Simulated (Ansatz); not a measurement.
Runs of Ansatz 0.2.0 on CsPbCl3. The structure is cubic, space group Pm-3m (No. 221). Conventional cell: a = 5.605 Å, b = 5.605 Å, c = 5.605 Å, α = 90.00°, β = 90.00°, γ = 90.00°. Pb (site symmetry m-3m) is surrounded by 6 Cl at 2.80 Å. Around Cs (site symmetry m-3m) lie 12 Cl at 3.96 Å. Cl (site symmetry 4/mmm) has 2 Pb at 2.80 Å as nearest neighbours. 

```tsv
task	level	potentials or basis	k mesh	cutoff (eV)	smearing	basis error allowed	gap on the mesh (eV)	pressure (GPa)
band structure	PBEsol	all-electron LAPW, scalar-relativistic	5 × 5 × 5	193	fermi-dirac 0.05 eV	0.002 eV/atom	-	0.1
band structure	PBE	all-electron LAPW, scalar-relativistic	5 × 5 × 5	193	fermi-dirac 0.05 eV	0.002 eV/atom	-	1.7
single point	PBEsol	all-electron LAPW, scalar-relativistic	3 × 3 × 3	193	fermi-dirac 0.03 eV	0.002 eV/atom	(a)	(b)
single point	PBE	all-electron LAPW, scalar-relativistic	5 × 5 × 5	209	fermi-dirac 0.05 eV	0.001 eV/atom	2.95	1.7
dielectric tensor	PBEsol	all-electron PAW datasets made for the crystal	5 × 5 × 5	270	fixed	-	2.85	-
```

Alike in all rows: no spin polarisation; cell as given.

Question: Estimate the missing entries.

Answer: (a) 4.18; (b) -0.1.

Caveats: spin-orbit coupling is left out, which as a rule narrows the gap of such compounds by several tenths of an eV (some runs); an odd mesh through Γ misses points on the zone boundary, where band edges often lie (some runs).

A k mesh can miss the band edges, and the runs leave out spin-orbit coupling on Cs, Pb.

Not every run made on this cell is shown here.
